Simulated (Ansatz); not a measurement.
## Property card for Sn

Computed with DFT PBEsol, scalar-relativistic, plane waves, PAW in Ansatz.

Settings: cutoff 420 eV, Γ-centred mesh 12×12×12 on the computed 2-atom cell, Gaussian smearing of 0.10 eV; no spin polarisation.

The structure is relaxed at this level of theory with its symmetry kept.

```cif
data_structure
_symmetry_space_group_name_H-M 'P 1'
_symmetry_Int_Tables_number 1
_cell_length_a 4.6247
_cell_length_b 4.6247
_cell_length_c 4.6247
_cell_angle_alpha 60.000
_cell_angle_beta 60.000
_cell_angle_gamma 60.000
_cell_volume 69.94
loop_
_atom_site_label
_atom_site_type_symbol
_atom_site_fract_x
_atom_site_fract_y
_atom_site_fract_z
_atom_site_occupancy
Sn1 Sn 0.00000 0.00000 0.00000 1
Sn2 Sn 0.25000 0.25000 0.25000 1
```

* Space group: Fd-3m (No. 227)
* Volume per atom: 34.97 Å³
* Formation energy from the elements' standard states (uncorrected): +0.028 eV/atom
* Kohn–Sham band gap: none (metal)
* Density of states at the Fermi level: 0.09 states/eV per cell (so small that it hangs on the mesh: a semimetal, or crossings between mesh points)
* Löwdin character within 0.5 eV of the Fermi level: Sn 5p 78 %, Sn 5s 21 %
* Bulk modulus: 41 GPa
* Its pressure derivative: 4.8
* Bader charges (e): Sn (2 in the cell) 0.00